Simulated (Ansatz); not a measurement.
The system is SnO.

```
Sn O
1.0
     3.81370    0.00000    0.00000
     0.00000    3.81370    0.00000
     0.00000    0.00000    4.88691
Sn O
2 2
Direct
  0.50000 0.00000 0.76463
  0.00000 0.50000 0.23537
  0.00000 0.00000 0.00000
  0.50000 0.50000 0.00000
```

The cell is a database's computed one.

Base run:

- Program: Ansatz 0.2.0
- Functional: PBE
- Potentials or basis: all-electron LAPW, scalar-relativistic
- Cutoff: 318 eV
- Density cutoff: 1274 eV
- Basis error allowed: 0.002 eV/atom
- k mesh: 7 × 7 × 6
- Occupations: fermi-dirac, width 0.05 eV
- Spin: no spin polarisation

Its results: band gap on the k mesh 0.37 eV, indirect (least direct gap 2.08 eV); pressure 3.6 GPa; largest force 0.367 eV/Å.

Question: The run is repeated on the same cell with these changes: functional from PBE to PBEsol. What comes out?

Answer: Band gap on the k mesh 0.36 eV, indirect (least direct gap 1.99 eV); pressure -0.6 GPa; largest force 0.071 eV/Å.

PBEsol binds more tightly than PBE, so the same cell stands under less pressure.

Caveats: spin-orbit coupling is left out, which moves the levels of the heavy elements; the mesh misses the band edges, which the band path finds closer together.

Not every run made on this cell is shown here.
